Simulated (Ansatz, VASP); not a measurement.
## ZrS: VASP beside Ansatz

INCAR

```
ALGO = Normal
EDIFF = 1E-6
ENCUT = 520
GGA = PS
ISIF = 2
ISMEAR = 0
LASPH = True
LCHARG = True
LELF = True
LREAL = False
LVHAR = True
LWAVE = False
NBANDS = 16
NELM = 80
PREC = Accurate
SIGMA = 0.15
```

The input KPOINTS:

```
k-points
0
Gamma
  16 16 16
```

Contents of POSCAR:

```
ZrS
1.0
    0.0000000000      2.6250000000      2.6250000000
    2.6250000000      0.0000000000      2.6250000000
    2.6250000000      2.6250000000      0.0000000000
Zr S
1 1
Direct
    0.0571428571      0.0571428571     -0.0571428571
    0.5000000000      0.5000000000      0.5000000000
```

Input for Ansatz:

```yaml
crystal:
  lattice:
    - [0.0, 2.625, 2.625]
    - [2.625, 0.0, 2.625]
    - [2.625, 2.625, 0.0]
  atoms:
    - { symbol: Zr, position: [0.0571428571, 0.0571428571, -0.0571428571] }
    - { symbol: S, position: [0.5, 0.5, 0.5] }
basis:
  ecutwfc: 420
kpoints:
  mp_grid: { grid: [16, 16, 16] }
hamiltonian:
  xc: pbesol
scf:
  occupations: { method: gaussian, width: 0.15 }
output:
  forces: true
  stress: true
  eigenvalues: true
```

Change from the starting cell: all Zr atoms moved -0.300 Å, as atom 1 towards its neighbour atom 2 (S) at 2.625 Å.

Alike in both runs: task single point; functional PBEsol; k mesh 16 × 16 × 16; occupations gaussian, width 0.15 eV; no spin polarisation.

```csv
,VASP,Ansatz
version,VASP 6.6.1,Ansatz 0.2.0
potentials or method,"VASP PAW PBE potentials, release 64 (Zr_sv, S)","scalar-relativistic, plane waves, PAW"
plane-wave cutoff (eV),520,420
valence electrons in the cell,18,18
```

|  | VASP | Ansatz | Ansatz less VASP |
| --- | --- | --- | --- |
| gap on the k mesh at the Fermi level (eV) | none | none | - |
| pressure (GPa) | -0.6 | -0.8 | -0.21 |
| largest component of the traceless stress (GPa) | 13.47 | 13.39 | -0.078 |
| rms of the force components (eV/Å) | 1.340 | 1.328 | -0.0117 |

Atom by atom the forces differ by 0.012 eV/Å (rms over components). A gap of «none» marks a metal or a gap that the smearing closes. The functional is the same, so the differences come from potentials, cutoffs and numerics.

Caveats: the PAW data sets were made with another functional, which shifts forces and pressure a little (VASP).
